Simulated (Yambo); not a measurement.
# TiC (Fm-3m) in Yambo: further runs

The runs below take TiC through optical spectrum, with PBEsol.

Program: Yambo 5.3.0. These are calculated values, not measurements. Logs are shortened: lines on timing, memory, paths and dates and some standing lists are left out, and cuts for length are marked.

## Step 1: The crystal as given

Symmetry: Fm-3m, No. 225, cubic system. The conventional cell has a = 4.331 Å, b = 4.331 Å, c = 4.331 Å, α = 90.00°, β = 90.00°, γ = 90.00°. Around Ti (site symmetry m-3m) lie 6 C at 2.17 Å. Around C (site symmetry m-3m) lie 6 Ti at 2.17 Å.

The cell is a database's computed one.

## Step 2: Optical spectrum, PBEsol

Input file optics0.in:

```
optics
chi
Chimod= "IP"
% BndsRnXd
 1 | 38 |
%
% LongDrXd
 0 | 0 | 1 |
%
% QpntsRXd
 1 | 1 |
%
% EnRngeXd
 0 | 20 | eV
%
% DmRngeXd
 0.1 | 0.1 | eV
%
ETStpsXd= 300
```

Input file scf.in:

```
&CONTROL
  calculation = 'scf'
  prefix = 'pwscf'
  outdir = './tmp'
  pseudo_dir = './pseudo'
/
&SYSTEM
  ibrav = 0
  nat = 2
  ntyp = 2
  ecutwfc = 84
  nbnd = 14
  occupations = 'smearing'
  smearing = 'fd'
  degauss = 0.00367493
  force_symmorphic = .true.
/
&ELECTRONS
  conv_thr = 4d-10
  electron_maxstep = 120
  mixing_beta = 0.5
/
ATOMIC_SPECIES
Ti    47.8670 Ti.upf
C     12.0110 C.upf
CELL_PARAMETERS angstrom
   0.0000000000    2.1657188437    2.1657188437
   2.1657188437    0.0000000000    2.1657188437
   2.1657188437    2.1657188437    0.0000000000
ATOMIC_POSITIONS crystal
Ti     0.0000000000    0.0000000000    0.0000000000
C      0.5000000000    0.5000000000    0.5000000000
K_POINTS automatic
20 20 20 0 0 0
```

Input file nscf.in:

```
&CONTROL
  calculation = 'nscf'
  prefix = 'pwscf'
  outdir = './tmp'
  pseudo_dir = './pseudo'
/
&SYSTEM
  ibrav = 0
  nat = 2
  ntyp = 2
  ecutwfc = 84
  nbnd = 38
  occupations = 'smearing'
  smearing = 'fd'
  degauss = 0.00367493
  force_symmorphic = .true.
/
&ELECTRONS
  conv_thr = 1d-08
  diago_full_acc = .true.
  diago_thr_init = 1d-06
/
ATOMIC_SPECIES
Ti    47.8670 Ti.upf
C     12.0110 C.upf
CELL_PARAMETERS angstrom
   0.0000000000    2.1657188437    2.1657188437
   2.1657188437    0.0000000000    2.1657188437
   2.1657188437    2.1657188437    0.0000000000
ATOMIC_POSITIONS crystal
Ti     0.0000000000    0.0000000000    0.0000000000
C      0.5000000000    0.5000000000    0.5000000000
K_POINTS automatic
20 20 20 0 0 0
```

Potentials or basis: PseudoDojo 0.4.1 SR PBEsol standard.

Run with:

```console
> OMP_NUM_THREADS=1 pw.x -in scf.in > scf.out
> OMP_NUM_THREADS=1 pw.x -in nscf.in > nscf.out
> cd tmp/pwscf.save; p2y; mv SAVE ../..; cd ../..
> OMP_NUM_THREADS=1 yambo
> OMP_NUM_THREADS=1 yambo -F optics0.in -J optics0 -C optics0_out
```

Yambo's report:

```text
[... sections 02.01 to 02.04 as in the set-up run ...]

[... 5 lines left out ...]
  [X] Bosonic    Temperature                        :  0.258606E-1   300.100    [eV K]
  [X] Finite Temperature mode                       : yes
  [X] El. density                                   :  0.78756E+24 [cm-3]
  [X] Fermi Level                                   :  14.63919 [eV]

  [X] === Gaps and Widths ===
  [X] Conduction Band Min                           :  14.63919 [eV]
  [X] Valence Band Max                              :  14.63919 [eV]
  [X] Filled Bands                                  :   5
  [X] Metallic Bands                                :   6   9
  [X] Empty Bands                                   :   10   38

  [X] === Metallic Characters ===
  [X] N of el / N of met el                         :  16.00000   5.95287
  [X] Average metallic occ.                         :  0.372054

  [WARNING] [X] Metallic system

 [03] Transferred momenta grid and indexing
 ==========================================

 IBZ Q-points                                      :  256
 BZ  Q-points                                      :   8000

 K/Q-points units:
 rlu = crystal or reduced units; cc = cartesian coordinates; iku = interal k-units

 Q [  1]        [rlu]:  0.000000  0.000000  0.000000
 Q [  2]        [rlu]:  0.32088E-18  0.32088E-18  0.50000E-01
 Q [  3]        [rlu]:  0.64175E-18  0.64175E-18  0.10000
 Q [  4]        [rlu]:  0.66270E-17  0.66270E-17  0.15000
 Q [  5]        [rlu]:  0.96857E-17 -0.41921E-17  0.20000
 Q [  6]        [rlu]:  0.79060E-17  0.79060E-17  0.25000
[... 42 lines left out ...]
 Q [ 49]        [rlu]:  0.16618E-16  0.15000      0.20000
 Q [ 50]        [rlu]:  0.14520E-16  0.15000      0.25000

 Remaining 206 points informations can be written running with -fatlog

 [04] Dipoles
 ============

  [04.01] Setup: observables and procedures
  =========================================

  [WF-Oscillators/G space/Transverse up loader] Normalization (few states)  min/max  :  0.36470E-16   1.0000

  [WR./optics0//ndb.dipoles]------------------------------------------------------
   Brillouin Zone Q/K grids (IBZ/BZ)                :    256   8000    256   8000
   RL vectors                                       :  2421 [WF]
   Fragmentation                                    : yes
   Electronic Temperature                           :  300.1000 [K]
   Bosonic    Temperature                           :  300.1000 [K]
   DIP band range                                   :    1   38
   DIP band range limits                            :   9   6
   DIP e/h energy range                             : -1.000000 -1.000000 [eV]
   RL vectors in the sum                            :  2421
   [r,Vnl] included                                 : yes
   Bands ordered                                    : yes
   Direct v evaluation                              : no
   Approach used                                    : G-space v
   Dipoles computed                                 : R V P [G-space]
   Wavefunctions                                    : Perdew, Burke & Ernzerhof SOL(X)+Perdew, Burke & Ernzerhof SOL(C)

  [WARNING] [r,Vnl^pseudo] included in position and velocity dipoles.

  [WARNING] In case H contains other non local terms, these are neglected

 [05] Optics
 ===========

 [X-CG] R(p) Tot o/o(of R):    50683  1944752      100

 [WARNING] The system is a metal but Drude term not included.
```

r_setup:

```text
[02] CORE Variables Setup
 =========================

  [02.01] Unit cells
  ==================

  Cell kind             :  FCC
  Atoms in the cell     :  Ti  C
  number of Ti atoms    :  1
  number of C  atoms    :  1

[... 611 lines left out ...]
  [03.01] X indexes
  =================

   [03.01.01] Sigma indexes
   ========================

   [WR./SAVE//ndb.kindx]-----------------------------------------------------------
    Fragmentation                                    : no
    Polarization last K ( bz)                        :   8000
    Polarization last K (ibz)                        :  256
    QP states                                        :    1  256
    X grid is uniform                                : yes
    Grids (string)                                   :  X S
    Grids (int-vector)                               :  1  0  0  1
```

Run time: 3.3 min. Hardware: 1 thread of Arm Neoverse V2, shared host; peak memory 0.46 GiB.

What came out:

- Band gap on the k mesh, mean-field level: none (metal or under the smearing width)

Dielectric function (along the field direction of the input):
```tsv
energy (eV)	real part	imaginary part
0.27	42.45	64.46
1.27	15.42	24.27
2.34	8.83	15.70
3.34	3.83	16.36
4.41	1.05	12.69
5.42	-2.44	11.04
6.49	0.77	6.87
7.49	-2.09	5.82
8.56	-1.47	4.59
9.57	-2.93	3.49
10.64	-1.49	1.59
11.64	0.34	1.57
12.71	0.83	2.47
13.71	-0.47	2.92
14.78	-0.64	1.89
15.79	-0.26	1.58
16.86	-0.40	1.43
17.86	-0.16	1.47
18.93	-0.61	1.29
20.00	-0.39	0.85
```

Caveat: the intraband (Drude) term of the metal is left out; the ground state has no gap, which makes the many-body step unreliable; independent-particle spectra lack excitons.

## Step 3: Optical spectrum, PBEsol

Input file optics1.in:

```
optics
chi
Chimod= "HARTREE"
% BndsRnXd
 1 | 38 |
%
NGsBlkXd= 1 Ry
% LongDrXd
 0 | 0 | 1 |
%
% QpntsRXd
 1 | 1 |
%
% EnRngeXd
 0 | 30 | eV
%
% DmRngeXd
 0.1 | 0.1 | eV
%
ETStpsXd= 150
```

scf.in is that of step 2.

nscf.in is that of step 2.

Potentials or basis: PseudoDojo 0.4.1 SR PBEsol standard.

Run with:

```console
> OMP_NUM_THREADS=1 pw.x -in scf.in > scf.out
> OMP_NUM_THREADS=1 pw.x -in nscf.in > nscf.out
> cd tmp/pwscf.save; p2y; mv SAVE ../..; cd ../..
> OMP_NUM_THREADS=1 yambo
> OMP_NUM_THREADS=1 yambo -F optics1.in -J optics1 -C optics1_out
```

Yambo's report:

```text
[... sections 02.01 to 02.04 as in the set-up run ...]

[... 5 lines left out ...]
  [X] Bosonic    Temperature                        :  0.258606E-1   300.100    [eV K]
  [X] Finite Temperature mode                       : yes
  [X] El. density                                   :  0.78756E+24 [cm-3]
  [X] Fermi Level                                   :  14.63919 [eV]

  [X] === Gaps and Widths ===
  [X] Conduction Band Min                           :  14.63919 [eV]
  [X] Valence Band Max                              :  14.63919 [eV]
  [X] Filled Bands                                  :   5
  [X] Metallic Bands                                :   6   9
  [X] Empty Bands                                   :   10   38

  [X] === Metallic Characters ===
  [X] N of el / N of met el                         :  16.00000   5.95287
  [X] Average metallic occ.                         :  0.372054

  [WARNING] [X] Metallic system

 [03] Transferred momenta grid and indexing
 ==========================================

 IBZ Q-points                                      :  256
 BZ  Q-points                                      :   8000

 K/Q-points units:
 rlu = crystal or reduced units; cc = cartesian coordinates; iku = interal k-units

 Q [  1]        [rlu]:  0.000000  0.000000  0.000000
 Q [  2]        [rlu]:  0.32088E-18  0.32088E-18  0.50000E-01
 Q [  3]        [rlu]:  0.64175E-18  0.64175E-18  0.10000
 Q [  4]        [rlu]:  0.66270E-17  0.66270E-17  0.15000
 Q [  5]        [rlu]:  0.96857E-17 -0.41921E-17  0.20000
 Q [  6]        [rlu]:  0.79060E-17  0.79060E-17  0.25000
[... 42 lines left out ...]
 Q [ 49]        [rlu]:  0.16618E-16  0.15000      0.20000
 Q [ 50]        [rlu]:  0.14520E-16  0.15000      0.25000

 Remaining 206 points informations can be written running with -fatlog

 [04] Dipoles
 ============

  [04.01] Setup: observables and procedures
  =========================================

  [WF-Oscillators/G space/Transverse up loader] Normalization (few states)  min/max  :  0.36470E-16   1.0000

  [WR./optics1//ndb.dipoles]------------------------------------------------------
   Brillouin Zone Q/K grids (IBZ/BZ)                :    256   8000    256   8000
   RL vectors                                       :  2421 [WF]
   Fragmentation                                    : yes
   Electronic Temperature                           :  300.1000 [K]
   Bosonic    Temperature                           :  300.1000 [K]
   DIP band range                                   :    1   38
   DIP band range limits                            :   9   6
   DIP e/h energy range                             : -1.000000 -1.000000 [eV]
   RL vectors in the sum                            :  2421
   [r,Vnl] included                                 : yes
   Bands ordered                                    : yes
   Direct v evaluation                              : no
   Approach used                                    : G-space v
   Dipoles computed                                 : R V P [G-space]
   Wavefunctions                                    : Perdew, Burke & Ernzerhof SOL(X)+Perdew, Burke & Ernzerhof SOL(C)

  [WARNING] [r,Vnl^pseudo] included in position and velocity dipoles.

  [WARNING] In case H contains other non local terms, these are neglected

 [05] Optics
 ===========

 [X-CG] R(p) Tot o/o(of R):    50683  1944752      100

 [WARNING] The system is a metal but Drude term not included.
```

o-optics1.eps_q1_inv_rpa_dyson:

```text
# Absorption @ Q(1):   0.00000000      0.00000000      1.00000000    [q->0 direction]
#
# [ X ] Hartree size                              :   9
# [GEN] GF Energies                               : Perdew, Burke & Ernzerhof SOL(X)+Perdew, Burke & Ernzerhof SOL(C)
# [GEN] Green`s Function                          : Retarded
#
# [GEN] Gauge                                     : Length
# [GEN] [r,Vnl] included                          : yes
#
#    E[1] [eV]          Im(eps)            Re(eps)            Im(eps_o)          Re(eps_o)
#
        0.000000           0.122194E-7        93.56211           0.60436E-15        93.61929
        0.201342           58.85454           79.60086           58.91602           79.63631
        0.402685           29.73571           26.03506           29.75705           26.01661
        0.604027           32.38853           33.31844           32.40342           33.30153
        0.805369           33.57489           23.64282           33.58533           23.62743
        1.006711           24.50343           10.64938           24.49831           10.63502
[... 142 lines left out ...]
        29.79866           0.132228           0.820342           0.108863           0.986792
        30.00000           0.175177           0.877961           0.140075           1.038551
#
```

Run time: 3.4 min. Hardware: 1 thread of Arm Neoverse V2, shared host; peak memory 1.6 GiB.

Results:

```yaml
Band_gap_on_the_k_mesh_mean-field_level: none (metal or under the smearing width)
Peak_of_the_energy-loss_function: 23.2 eV
```

Dielectric function (along the field direction of the input):
| energy (eV) | real part | imaginary part |
| --- | --- | --- |
| 0.40 | 26.04 | 29.74 |
| 1.41 | 11.06 | 19.13 |
| 2.42 | 8.68 | 15.34 |
| 3.42 | 2.30 | 15.25 |
| 4.43 | 0.99 | 12.48 |
| 5.44 | -2.55 | 10.84 |
| 6.44 | 0.35 | 6.37 |
| 7.45 | -2.04 | 5.64 |
| 8.46 | -1.44 | 4.31 |
| 9.46 | -2.58 | 4.06 |
| 10.67 | -1.46 | 1.57 |
| 11.68 | 0.36 | 1.59 |
| 12.68 | 0.81 | 2.44 |
| 13.69 | -0.38 | 2.94 |
| 14.70 | -0.63 | 1.99 |
| 15.70 | -0.36 | 1.56 |
| 16.71 | -0.35 | 1.49 |
| 17.72 | -0.02 | 1.24 |
| 18.72 | 0.03 | 1.68 |
| 19.93 | -0.39 | 1.19 |

Energy-loss function:
| energy (eV) | loss |
| --- | --- |
| 0.0 | 0.000 |
| 1.2 | 0.028 |
| 2.6 | 0.040 |
| 3.8 | 0.071 |
| 5.2 | 0.081 |
| 6.4 | 0.157 |
| 7.9 | 0.171 |
| 9.1 | 0.202 |
| 10.5 | 0.272 |
| 11.7 | 0.597 |
| 13.1 | 0.318 |
| 14.3 | 0.343 |
| 15.7 | 0.609 |
| 16.9 | 0.694 |
| 18.3 | 0.700 |
| 19.5 | 0.719 |
| 20.9 | 0.903 |
| 22.1 | 2.102 |
| 23.6 | 2.040 |
| 24.8 | 1.661 |
| 26.2 | 1.442 |
| 27.4 | 0.965 |
| 28.8 | 0.440 |
| 30.0 | 0.219 |

Caveat: the intraband (Drude) term of the metal is left out; the ground state has no gap, which makes the many-body step unreliable; these spectra lack excitons.

## Step 4: Optical spectrum, PBEsol

Input file optics2.in:

```
optics
chi
tddft
Chimod= "ALDA"
% BndsRnXd
 1 | 38 |
%
NGsBlkXd= 3 Ry
% LongDrXd
 0 | 0 | 1 |
%
% QpntsRXd
 1 | 1 |
%
% EnRngeXd
 0 | 10 | eV
%
% DmRngeXd
 0.1 | 0.1 | eV
%
ETStpsXd= 300
FxcGRLc= 3 Ry
VXCRLvcs= 3 Ry
```

scf.in is that of step 3.

nscf.in is that of step 3.

Potentials or basis: PseudoDojo 0.4.1 SR PBEsol standard.

Run with:

```console
> OMP_NUM_THREADS=1 pw.x -in scf.in > scf.out
> OMP_NUM_THREADS=1 pw.x -in nscf.in > nscf.out
> cd tmp/pwscf.save; p2y; mv SAVE ../..; cd ../..
> OMP_NUM_THREADS=1 yambo
> OMP_NUM_THREADS=1 yambo -F optics2.in -J optics2 -C optics2_out
```

Yambo's report:

```text
[... sections 02.01 to 02.04 as in the set-up run ...]

[... 5 lines left out ...]
  [X] Bosonic    Temperature                        :  0.258606E-1   300.100    [eV K]
  [X] Finite Temperature mode                       : yes
  [X] El. density                                   :  0.78756E+24 [cm-3]
  [X] Fermi Level                                   :  14.63919 [eV]

  [X] === Gaps and Widths ===
  [X] Conduction Band Min                           :  14.63919 [eV]
  [X] Valence Band Max                              :  14.63919 [eV]
  [X] Filled Bands                                  :   5
  [X] Metallic Bands                                :   6   9
  [X] Empty Bands                                   :   10   38

  [X] === Metallic Characters ===
  [X] N of el / N of met el                         :  16.00000   5.95287
  [X] Average metallic occ.                         :  0.372054

  [WARNING] [X] Metallic system

 [03] Transferred momenta grid and indexing
 ==========================================

 IBZ Q-points                                      :  256
 BZ  Q-points                                      :   8000

 K/Q-points units:
 rlu = crystal or reduced units; cc = cartesian coordinates; iku = interal k-units

 Q [  1]        [rlu]:  0.000000  0.000000  0.000000
 Q [  2]        [rlu]:  0.32088E-18  0.32088E-18  0.50000E-01
 Q [  3]        [rlu]:  0.64175E-18  0.64175E-18  0.10000
 Q [  4]        [rlu]:  0.66270E-17  0.66270E-17  0.15000
 Q [  5]        [rlu]:  0.96857E-17 -0.41921E-17  0.20000
 Q [  6]        [rlu]:  0.79060E-17  0.79060E-17  0.25000
[... 42 lines left out ...]
 Q [ 49]        [rlu]:  0.16618E-16  0.15000      0.20000
 Q [ 50]        [rlu]:  0.14520E-16  0.15000      0.25000

 Remaining 206 points informations can be written running with -fatlog

 [04] Dipoles
 ============

  [04.01] Setup: observables and procedures
  =========================================

  [WF-Oscillators/G space/Transverse up loader] Normalization (few states)  min/max  :  0.36470E-16   1.0000

  [WR./optics2//ndb.dipoles]------------------------------------------------------
   Brillouin Zone Q/K grids (IBZ/BZ)                :    256   8000    256   8000
   RL vectors                                       :  2421 [WF]
   Fragmentation                                    : yes
   Electronic Temperature                           :  300.1000 [K]
   Bosonic    Temperature                           :  300.1000 [K]
   DIP band range                                   :    1   38
   DIP band range limits                            :   9   6
   DIP e/h energy range                             : -1.000000 -1.000000 [eV]
   RL vectors in the sum                            :  2421
   [r,Vnl] included                                 : yes
   Bands ordered                                    : yes
   Direct v evaluation                              : no
   Approach used                                    : G-space v
   Dipoles computed                                 : R V P [G-space]
   Wavefunctions                                    : Perdew, Burke & Ernzerhof SOL(X)+Perdew, Burke & Ernzerhof SOL(C)

  [WARNING] [r,Vnl^pseudo] included in position and velocity dipoles.

  [WARNING] In case H contains other non local terms, these are neglected

 [05] Optics
 ===========

 [xc] Functional : Perdew, Burke & Ernzerhof SOL(X)+Perdew, Burke & Ernzerhof SOL(C)
 [xc] LIBXC used to calculate xc functional
  PP Number of Atomic Species                      :  2
  NLCC RL compoments                               :  14211
 [X-CG] R(p) Tot o/o(of R):    50683  1944752      100

 [WARNING] The system is a metal but Drude term not included.
```

Wall time 3.6 min (1 thread of Arm Neoverse V2, shared host); peak memory 1.6 GiB.

Results:

| Item | Value |
| --- | --- |
| Band gap on the k mesh, mean-field level | none (metal or under the smearing width) |

Dielectric function (along the field direction of the input):
```
energy (eV)  real part  imaginary part
       0.27      42.37           64.35
       0.77      25.01           31.95
       1.27      15.40           24.26
       1.77      12.60           17.84
       2.31       8.67           15.41
       2.81       4.85           19.89
       3.31       4.67           16.19
       3.85       3.90           13.11
       4.35       1.81           13.60
       4.85       1.62           12.58
       5.38      -2.40           11.37
       5.89      -2.27            8.61
       6.39      -0.31            6.15
       6.92      -4.02            9.87
       7.42      -2.13            5.61
       7.93      -2.16            4.24
       8.46      -1.51            4.41
       8.96      -2.05            4.45
       9.46      -2.75            4.16
      10.00      -2.41            2.60
```

Caveat: the LDA kernel is used on GGA states, which is inconsistent by a few percent; the intraband (Drude) term of the metal is left out; the ground state has no gap, which makes the many-body step unreliable; these spectra lack excitons.

## Step 5: The runs side by side

```tsv
kernel	top of the energy range	energy points	cutoff of the response matrix	gap on the mesh (eV)
none (independent particles)	20 eV	300	-	none
Hartree (RPA with local fields)	30 eV	150	1 Ry	none
adiabatic LDA	10 eV	300	3 Ry	none
```

Alike in all rows: task optical spectrum; level PBEsol; potentials or basis PseudoDojo 0.4.1 SR PBEsol standard; no spin polarisation; cell as given; k mesh 20 × 20 × 20; cutoff (eV) 1143; smearing fermi-dirac 0.05 eV.

Every run on the cell as given and a fine mesh finds a metal.

Caveats: the intraband (Drude) term of the metal is left out; the ground state has no gap, which makes the many-body step unreliable; these spectra lack excitons (some runs); independent-particle spectra lack excitons (some runs); the LDA kernel is used on GGA states, which is inconsistent by a few percent (some runs).

Total energies depend on the potentials used, so only differences within one code and one set of settings carry meaning.
